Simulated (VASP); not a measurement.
Crystal: GeSe.

```
Ge Se
1.0
    10.80059    0.00000    0.00000
     0.00000    3.96274    0.00000
     0.00000    0.00000    4.21809
Ge Se
4 4
Direct
  0.12300 0.25000 0.09100
  0.37700 0.75000 0.59100
  0.62300 0.25000 0.40900
  0.87700 0.75000 0.90900
  0.35700 0.25000 0.01600
  0.14300 0.75000 0.51600
  0.85700 0.25000 0.48400
  0.64300 0.75000 0.98400
```

The cell was built by a generator and needn't be a form met in nature.

```yaml
Program: VASP 6.6.1
Task: relaxation of cell and atoms
Functional: PBE
Potentials_or_basis: VASP PAW PBE potentials, release 64 (Ge_d, Se)
Cutoff: 600 eV
k_mesh: 4 × 8 × 8
Occupations: gaussian, width 0.03 eV
Spin: no spin polarisation
```

At the start: pressure 1.2 GPa; volume 22.57 Å³/atom.

**Question.** Where does the relaxation end?

**Answer.** Over 31 steps the energy falls by 20.7 meV/atom and the volume is 24.51 Å³/atom (+8.6 %); space group Pnma (No. 62, to 0.05 Å).

The path:
| step | energy change (eV) | largest force (eV/Å) | pressure (GPa) | volume (Å³) |
| --- | --- | --- | --- | --- |
| 1 | 0.0000 | 0.2850 | 1.20 | 180.53 |
| 2 | -0.0562 | 0.3092 | -0.04 | 184.98 |
| 3 | -0.0591 | 0.3357 | -0.26 | 186.23 |
| 4 | -0.0951 | 0.2228 | 0.12 | 187.04 |
| 5 | -0.1070 | 0.2374 | 1.46 | 189.40 |
| 6 | -0.1206 | 0.0991 | 0.73 | 188.37 |
| 7 | -0.1463 | 0.0177 | 0.07 | 193.11 |
| 8 | -0.1481 | 0.0147 | -0.04 | 194.51 |
| 9 | -0.1481 | 0.0248 | -0.14 | 195.17 |
| 10 | -0.1573 | 0.0159 | -0.09 | 196.38 |
| 11 | -0.1619 | 0.0261 | -0.11 | 198.28 |
| 12 | -0.1620 | 0.0244 | -0.14 | 198.15 |
| 13 | -0.1620 | 0.0212 | -0.15 | 197.96 |
| 14 | -0.1620 | 0.0232 | -0.14 | 198.07 |
| 15 | -0.1621 | 0.0508 | 0.17 | 197.02 |
| 16 | -0.1624 | 0.0269 | 0.00 | 197.53 |
| 17 | -0.1624 | 0.0301 | 0.07 | 197.46 |
| 18 | -0.1624 | 0.0279 | 0.01 | 197.51 |
| 19 | -0.1627 | 0.0263 | 0.06 | 197.41 |
| 20 | -0.1630 | 0.0280 | 0.01 | 197.31 |
| 21 | -0.1633 | 0.0367 | 0.00 | 197.10 |
| 22 | -0.1635 | 0.0331 | 0.00 | 197.04 |
| 23 | -0.1639 | 0.0226 | 0.04 | 196.86 |
| 24 | -0.1643 | 0.0262 | -0.03 | 196.51 |
| 25 | -0.1644 | 0.0247 | 0.06 | 196.42 |
| 26 | -0.1648 | 0.0220 | 0.06 | 196.19 |
| 27 | -0.1651 | 0.0219 | 0.11 | 195.73 |
| 28 | -0.1654 | 0.0112 | 0.10 | 195.90 |
| 29 | -0.1655 | 0.0050 | 0.05 | 196.00 |
| 30 | -0.1654 | 0.0175 | -0.02 | 196.20 |
| 31 | -0.1655 | 0.0100 | 0.03 | 196.07 |

Final structure:
```xyz
8
Lattice="11.1674 0.0000 0.0000 0.0000 3.8877 0.0000 0.0000 0.0000 4.5162" Properties=species:S:1:pos:R:3 pbc="T T T"
Ge    1.4092    0.9719    0.5260
Ge    4.1745    2.9158    2.7841
Ge    6.9929    0.9719    1.7321
Ge    9.7582    2.9158    3.9902
Se    3.9402    0.9719    4.5081
Se    1.6435    2.9158    2.2500
Se    9.5239    0.9719    2.2662
Se    7.2273    2.9158    0.0081
```
